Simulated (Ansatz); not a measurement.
Crystal: BaS.

```
CELL_PARAMETERS angstrom
0.00000 3.19375 3.19375
3.19375 0.00000 3.19375
3.19375 3.19375 0.00000
ATOMIC_POSITIONS crystal
Ba 0.00000 0.00000 0.00000
S 0.50000 0.50000 0.50000
```

| Property | Result |
| --- | --- |
| Program | Ansatz 0.2.0 |
| Task | relaxation of cell and atoms |
| Functional | BLYP |
| Potentials or basis | Ansatz PAW |
| Cutoff | 420 eV (not typed: the program's choice for these potentials) |
| k mesh | 7 × 7 × 7 |
| Occupations | fermi-dirac, width 0.05 eV |
| Spin | no spin polarisation |

At the start: volume 32.58 Å³/atom.

Where does the relaxation end?

It ends after 5 steps and the volume is 34.90 Å³/atom (+7.1 %); space group Fm-3m (No. 225, to 0.05 Å).

Step by step:
| step | energy change (eV) | largest force (eV/Å) | volume (Å³) |
| --- | --- | --- | --- |
| 1 | 0.0000 | 0.0000 | 65.15 |
| 2 | -0.0382 | 0.0000 | 71.19 |
| 3 | -0.0413 | 0.0000 | 69.96 |
| 4 | -0.0414 | 0.0000 | 69.80 |
| 5 | -0.0415 | 0.0000 | 69.80 |

Final structure:
```xyz
2
Lattice="0.0000 3.2679 3.2679 3.2679 0.0000 3.2679 3.2679 3.2679 0.0000" Properties=species:S:1:pos:R:3 pbc="T T T"
Ba    0.0000    0.0000    0.0000
S     3.2679    3.2679    3.2679
```

Caveat: the plane-wave basis is chosen anew once the cell has moved, so the energies of steps on either side of that aren't comparable; the PAW data sets come from PBE, with cores solved anew for the run's functional, which leaves a small shift of forces and pressure.
